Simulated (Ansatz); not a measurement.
# Ionic part of the dielectric constant of Li2Se at 9 GPa, mode by mode

Theory: Ansatz 0.2.0, DFT PBEsol, scalar-relativistic, plane waves, PAW. Plane waves to 420 eV; Γ-centred k mesh 8×8×8; fixed occupations. No spin polarisation. Phonons by linear response, acoustic sum rule imposed.

Symmetry: Fm-3m, No. 225, cubic system. The conventional cell has a = 5.598 Å, b = 5.598 Å, c = 5.598 Å, α = 90.00°, β = 90.00°, γ = 90.00°. Li (site symmetry -43m) is surrounded by 4 Se at 2.42 Å. Around Se (site symmetry m-3m) lie 8 Li at 2.42 Å.

The primitive cell has V = 43.85 Å³ and ε∞,zz = 4.596. Each polar mode adds Δε = (4.92064×10⁷/V)·S/ν² along z, with S its oscillator strength in e²/amu, ν in cm⁻¹ and V in Å³.

Q: From these modes, find each Δε and ε0,zz.
```csv
ν (cm⁻¹),S_zz (e²/amu)
383.4,0.2475
```

A:
| ν (cm⁻¹) | Δε |
| --- | --- |
| 383.4 | 1.89 |

The sum is 1.889, so ε0,zz = 6.49; the run's tensor has 6.49.

Q: Where do the longitudinal modes lie for a wave vector along z?

A: At 455 cm⁻¹. The Lyddane–Sachs–Teller product Π(ν_LO/ν_TO)² = 1.41 matches ε0/ε∞ = 1.41.

Cost: 1 run of about 0.51 core-minutes, on Intel Xeon 6975P-C (Granite Rapids) (shared hosts).